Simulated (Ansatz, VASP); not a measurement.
## PbS: VASP beside Ansatz

```
Pb S
1.0
     3.65366    0.00000    0.00000
     0.00000    3.65366    0.00000
     0.00000    0.00000    3.65366
Pb S
1 1
Direct
  0.00000 0.00000 0.00000
  0.50000 0.50000 0.50000
```

Measurements of this composition are mostly on another form, of space group No. 225.

Alike in both runs: functional r2SCAN; k mesh 5 × 5 × 5; occupations fermi-dirac, width 0.05 eV; non-collinear spin, spin-orbit coupling.

|  | VASP | Ansatz |
| --- | --- | --- |
| version | VASP 6.6.1 | Ansatz 0.2.0 |
| potentials or method | VASP PAW PBE potentials, release 64 (Pb_d, S) | Ansatz PAW |
| plane-wave cutoff (eV) | 520 | 500 |
| valence electrons in the cell | 20 | 20 |
| task | single point | band structure |

```csv
,VASP,Ansatz,Ansatz less VASP
gap on the k mesh at the Fermi level (eV),0.12,0.04,-0.085
least direct gap on the mesh (eV),1.94,1.88,-0.056
pressure (GPa),-1.1,-1.4,-0.24
net moment per atom (μB),0.00,0.00,0.000
```

Caveats: the PAW data sets were made with another functional, which shifts forces and pressure a little (VASP); the PAW data sets come from PBE, with cores solved anew for the run's functional, which leaves a small shift of forces and pressure (Ansatz).
